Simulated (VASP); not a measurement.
A calculation with VASP 6.6.1 of N (ASE script, structure typed inline):

run.py

```python
from ase import Atoms
from ase.calculators.vasp import Vasp
from ase.dft.bandgap import bandgap

atoms = Atoms(
    ['N', 'N'],
    cell=[[2.5194737886, 0.0, 0.0], [-1.2597368943, 2.1819283051, 0.0], [0.0, 0.0, 2.446002]],
    scaled_positions=[[0.3333333333, 0.6666666667, 0.75], [0.6666666667, 0.3333333333, 0.25]],
    pbc=True,
)
calc = Vasp(
    directory='calc',
    xc='rpbe',
    pp='PBE',
    setups='minimal',
    prec='Accurate',
    encut=500,
    ediff=1e-07,
    ismear=0,
    sigma=0.02,
    lreal=False,
    lasph=True,
    nelm=60,
    algo='Normal',
    isif=2,
    lwave=False,
    lcharg=False,
    kpts=[12, 12, 11],
    gamma=True,
)
atoms.calc = calc

print('energy (eV):', atoms.get_potential_energy())
print('free energy (eV):', atoms.get_potential_energy(force_consistent=True))
print('forces (eV/A):')
print(atoms.get_forces())
print('stress (eV/A^3, Voigt):', atoms.get_stress())
print('Fermi level (eV):', calc.get_fermi_level())
gap, top, bottom = bandgap(calc)
print('band gap (eV):', gap, 'from (spin, k, band)', top, 'to', bottom)
```

Potentials or basis: VASP PAW PBE potentials, release 64 (N).

Command:

```sh
$ python run.py
```

The real solid is made of molecules; this cell is a model form.

Q: Write the same calculation in another form: native input, structure from a POSCAR.

A: As run:

Contents of INCAR:

```
ALGO = Normal
EDIFF = 1E-7
ENCUT = 500
GGA = RP
ISIF = 2
ISMEAR = 0
LASPH = T
LCHARG = F
LREAL = F
LWAVE = F
NBANDS = 12
NELM = 80
PREC = Accurate
SIGMA = 0.02
```

Contents of KPOINTS:

```
k-points
0
Gamma
  12 12 11
```

POSCAR

```
N
1.0
    2.5194737886      0.0000000000      0.0000000000
   -1.2597368943      2.1819283051      0.0000000000
    0.0000000000      0.0000000000      2.4460020000
N
2
Cartesian
   -0.0000000001      1.4546188701      1.8345015000
    1.2597368944      0.7273094350      0.6115005000
```

Potentials or basis: VASP PAW PBE potentials, release 64 (N).

Command:

```console
$ cat potpaw_PBE.64/N/POTCAR > POTCAR
$ mpirun -np 1 vasp_std > vasp.out
```

Both were run:

|  | ASE script, structure typed inline | native input, structure from a POSCAR |
| --- | --- | --- |
| Pressure | 15.4 GPa | 15.4 GPa |
| Band gap on the k mesh | none (metal or under the smearing width) | none (metal or under the smearing width) |

Keys that steer only the numerical path or the files written may differ.

Caveat: so large a pressure means that the cell lies far from this level's equilibrium, or that cutoff or potentials fall short; the potentials were made for another functional, which shifts forces and pressure.
